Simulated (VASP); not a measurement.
C:

```
C
1.0
     2.52210    0.00000    0.00000
    -1.26105    2.18420    0.00000
     0.00000    0.00000    8.23710
C
8
Direct
  0.66667 0.33333 0.84375
  0.33333 0.66667 0.34375
  0.66667 0.33333 0.65625
  0.33333 0.66667 0.15625
  0.00000 0.00000 0.90625
  0.00000 0.00000 0.40625
  0.00000 0.00000 0.59375
  0.00000 0.00000 0.09375
```

This is a hexagonal form of diamond, not graphite.

- Program: VASP 6.6.1
- Task: relaxation of cell and atoms
- Functional: RPBE
- Dispersion: D4
- Potentials or basis: VASP PAW PBE potentials, release 64 (C)
- Cutoff: 600 eV
- k mesh: 12 × 12 × 4
- Occupations: fermi-dirac, width 0.05 eV
- Spin: no spin polarisation

At the start: pressure -5.9 GPa; volume 5.67 Å³/atom.

**Question.** How do energy, volume and symmetry change on relaxing?

**Answer.** Over 9 steps the energy falls by 3.8 meV/atom and the volume is 5.59 Å³/atom (-1.4 %); space group P6_3/mmc (No. 194, to 0.05 Å).

The path:
```tsv
step	energy change (eV)	largest force (eV/Å)	pressure (GPa)	volume (Å³)
1	0.0000	0.3296	-5.86	45.38
2	0.0237	0.5415	8.04	44.02
3	-0.0304	0.0635	-0.29	44.79
4	-0.0304	0.0710	-0.17	44.78
5	-0.0304	0.0772	0.46	44.72
6	-0.0307	0.0155	0.13	44.75
7	-0.0307	0.0161	0.12	44.75
8	-0.0306	0.0230	-0.09	44.77
9	-0.0307	0.0027	0.04	44.76
```

Final structure:
```cif
data_structure
_symmetry_space_group_name_H-M 'P 1'
_symmetry_Int_Tables_number 1
_cell_length_a 2.5024
_cell_length_b 2.5024
_cell_length_c 8.2534
_cell_angle_alpha 90.000
_cell_angle_beta 90.000
_cell_angle_gamma 120.000
_cell_volume 44.76
loop_
_atom_site_label
_atom_site_type_symbol
_atom_site_fract_x
_atom_site_fract_y
_atom_site_fract_z
_atom_site_occupancy
C1 C 0.66667 0.33333 0.84443 1
C2 C 0.33333 0.66667 0.34443 1
C3 C 0.66667 0.33333 0.65557 1
C4 C 0.33333 0.66667 0.15557 1
C5 C 0.00000 0.00000 0.90703 1
C6 C 0.00000 0.00000 0.40703 1
C7 C 0.00000 0.00000 0.59297 1
C8 C 0.00000 0.00000 0.09297 1
```

Caveat: the PAW data sets were made with another functional, which shifts forces and pressure a little.
